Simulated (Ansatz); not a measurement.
Ta2C: enthalpy against pressure

Ta2C, P-3m1, a = 3.095 Å, c = 4.921 Å. The structure is a COD entry; whether it is the stable form wasn't checked. Ansatz: PBEsol, PAW, 420 eV, Γ-centred 18×18×8 mesh on 3 atoms, Gaussian smearing 0.10 eV; no spin polarisation. Cell and atoms are relaxed at each pressure, and no other structure is tried, so the rows at high pressure may lie past a change of phase. y is the enthalpy over the state at zero pressure; there V0 = 13.611 Å³/atom. The pressures are the targets, met within 0.03 GPa.

| P (GPa) | y (eV/atom) |
| --- | --- |
| -2.0 | -0.1705 |
| 0.0 | 0.0000 |
| 2.0 | 0.1693 |
| 5.0 | 0.4209 |
| 10.0 | 0.8347 |
| 20.0 | ? |
| 40.0 | 3.1949 |

Question: Fit y = c1 P + c2 P² + c3 P³ to the other rows, say what c1 and c2 mean, and predict the missing value.

Answer: Least squares on the rows shown. y = 0.084937 P − 0.00015350 P² + 6.7226×10⁻⁷ P³. Since dH/dP = V, c1 is V0: 0.084937 eV/GPa × 160.2 = 13.607 Å³ against 13.611; c2 = −V0/(2B0) gives B0 = 277 GPa, where a Birch–Murnaghan fit to the volumes of the same runs (not shown) gives 272 GPa. At P = 20.0 the fit asked for gives 1.6427 eV/atom. The run gave 1.6431 eV/atom, so the fit is 0.0004 eV/atom too low, a small miss on the scale of the series.

Spin–orbit coupling is left out, which can shift energies with elements as heavy as these.